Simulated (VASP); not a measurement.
# SnSe₂: convergence, self-consistent run

SnSe₂, P3m1 (no. 156), 3 atoms in the cell. LDA, spin-orbit coupling; PAW potentials Sn_d, Se (LDA set). VASP 6.6.1. The cell is changed on purpose: last atom moved by 0.05 Å along z, cell strained by +1.5% along z.

Wanted: stress within 0.05 GPa.

What the run is for: stress; Accuracy asked: tight.

POSCAR:
```
SnSe2
1.0
    3.8110000000      0.0000000000      0.0000000000
   -1.9055000000      3.3004228138      0.0000000000
    0.0000000000      0.0000000000      6.2280400000
Sn Se
1 2
Direct
    0.0000000000      0.0000000000      0.0000000000
    0.6666666700      0.3333333300      0.7510000000
    0.3333333300      0.6666666700      0.2571486300
```

The series start from Plane-wave cutoff (eV): 310; k-point mesh: 7 × 7 × 4; Precision mode (PREC): Accurate; Electronic threshold (eV): 1e-6; Bands in all (NBANDS): 48; Electronic algorithm: ALGO=Normal; Support grid and gradient cutoff: ADDGRID=False GGA_COMPAT=False; Delay and inner steps: defaults. Each series keeps the choices made before it, and each single choice may use up half of a tolerance.

## Plane-wave cutoff (eV)

| Plane-wave cutoff (eV) | Stress, largest deviation (GPa) | SCF iterations | Time (s) |
|---|---|---|---|
| 240 | 0.472 | 12 | 63 |
| 280 | 0.063 | 12 | 76 |
| 310 | 0.183 | 12 | 76 |
| 360 | 0.137 | 12 | 84 |
| 430 | 0.002 | 12 | 127 |
| 540 (reference) | 0.000 | 12 | 148 |

Chosen: 430, the loosest value from which every tighter one stays within half of the tolerance.

## k-point mesh

| k-point mesh | Stress, largest deviation (GPa) | SCF iterations | Time (s) |
|---|---|---|---|
| 2 × 2 × 2 | 10.370 | 13 | 15 |
| 3 × 3 × 2 | 2.759 | 13 | 26 |
| 4 × 4 × 2 | 0.925 | 12 | 26 |
| 4 × 4 × 3 | 0.852 | 12 | 38 |
| 6 × 6 × 3 | 0.086 | 12 | 89 |
| 7 × 7 × 4 | 0.038 | 12 | 127 |
| 8 × 8 × 5 | 0.020 | 12 | 214 |
| 11 × 11 × 6 (reference) | 0.000 | 12 | 383 |

Chosen: 8 × 8 × 5.

## Precision mode (PREC)

| Precision mode (PREC) | Stress, largest deviation (GPa) | SCF iterations | Time (s) |
|---|---|---|---|
| Low | 0.069 | 12 | 89 |
| SingleN | 0.125 | 12 | 92 |
| Normal | 0.006 | 12 | 106 |
| Accurate (reference) | 0.000 | 12 | 214 |

Chosen: Normal.

## Electronic threshold (eV)

| Electronic threshold (eV) | Stress, largest deviation (GPa) | SCF iterations | Time (s) |
|---|---|---|---|
| 0.001 | 0.267 | 9 | 80 |
| 0.0001 | 0.064 | 10 | 91 |
| 1e-5 | 0.043 | 11 | 94 |
| 1e-6 | 0.019 | 12 | 106 |
| 1e-7 | 0.006 | 13 | 99 |
| 1e-8 (reference) | 0.000 | 14 | 107 |

Chosen: 1e-6.

## Bands in all (NBANDS)

| Bands in all (NBANDS) | Stress, largest deviation (GPa) | SCF iterations | Time (s) |
|---|---|---|---|
| 28 | 0.035 | 12 | 56 |
| 30 | 0.032 | 12 | 60 |
| 34 | 0.021 | 12 | 72 |
| 38 | 0.017 | 12 | 81 |
| 48 | 0.007 | 12 | 106 |
| 70 (reference) | 0.000 | 12 | 155 |

Chosen: 34.

## Electronic algorithm

| Electronic algorithm | Stress, largest deviation (GPa) | SCF iterations | Time (s) |
|---|---|---|---|
| ALGO=Normal | 0.000 | 12 | 72 |
| ALGO=Fast | 0.017 | 14 | 100 |
| ALGO=VeryFast | 0.010 | 22 | 122 |
| ALGO=All ISEARCH=1 | 0.020 | 17 | 89 |
| ALGO=All ISEARCH=0 | 0.020 | 17 | 90 |
| ALGO=Damped TIME=0.4 | 0.009 | 23 | 92 |
| ALGO=Damped TIME=0.1 | 0.011 | 41 | 144 |

Chosen: ALGO=Normal; no other choice that stays within half of the tolerance saves 30 % of the time.

## Support grid and gradient cutoff

| Support grid and gradient cutoff | Stress, largest deviation (GPa) | SCF iterations | Time (s) |
|---|---|---|---|
| ADDGRID=False GGA_COMPAT=False | 0.000 | 12 | 72 |
| ADDGRID=True GGA_COMPAT=False | 0.004 | 12 | 74 |
| ADDGRID=False GGA_COMPAT=True | 0.000 | 12 | 63 |

Chosen: ADDGRID=False GGA_COMPAT=False.

## Delay and inner steps

| Delay and inner steps | Stress, largest deviation (GPa) | SCF iterations | Time (s) |
|---|---|---|---|
| defaults | 0.000 | 12 | 72 |
| NELMDL=-2 | 0.017 | 13 | 73 |
| NELMDL=-8 | 0.003 | 15 | 79 |
| NELMDL=-12 | 0.003 | 19 | 89 |
| NRMM=2 | 0.009 | 12 | 60 |
| NRMM=6 | 0.000 | 12 | 62 |
| WEIMIN=0.001 | 0.000 | 12 | 62 |

Chosen: defaults.

## All choices together

| Input | Stress, largest deviation (GPa) | Time (s) |
|---|---|---|
| the program's defaults (naive) | 0.689 | 6.4 |
| chosen settings | 0.031 | 72 |
| reference settings throughout | 0.000 | 1000 |

The tolerance is met.

Values of the reference run: Stress: -0.8996, 0, 0, 0, -0.8996, 0, 0, 0, -0.9529 GPa.

## The input

INCAR:
```
SYSTEM = SnSe2
GGA = CA ; LSORBIT = .True.
MAGMOM = 0 0 0 0 0 0 0 0 0 ; LORBIT = 11
ISMEAR = 0 ; SIGMA = 0.03
LWAVE = .False. ; LCHARG = .False.
ISIF = 2 ; PREC = Normal
LASPH = .True. ; LREAL = .False.
ALGO = Normal ; EDIFF = 1E-6
NELM = 200 ; GGA_COMPAT = .False.
ENCUT = 430 ; EFERMI = MIDGAP
KPAR = 2 ; NBANDS = 34
ADDGRID = .False.
```

KPOINTS:
```
Automatic mesh
0
Gamma
  8 8 5
  0 0 0
```

Commands:
```
cat potpaw_LDA.64/Sn_d/POTCAR potpaw_LDA.64/Se/POTCAR > POTCAR
mpirun -np 2 vasp_ncl > vasp.out
```

The chosen input took VASP 6.6.1 72 s on 2 cores (Intel Xeon Platinum 8259CL @ 2.50GHz (Skylake/Cascade Lake)), a shared host.

## An input that fails: tetrahedra on too few k points

VASP's message: IBZKPT: tetrahedron method fails for NKPT<4. NKPT = 1.

k mesh: 7 × 7 × 4 becomes 1 × 1 × 1.

Changes against the starting input:
```
- ISMEAR = 0
- NELM = 200
- KPAR = 2
+ ISMEAR = -5
+ NELM = 56
```
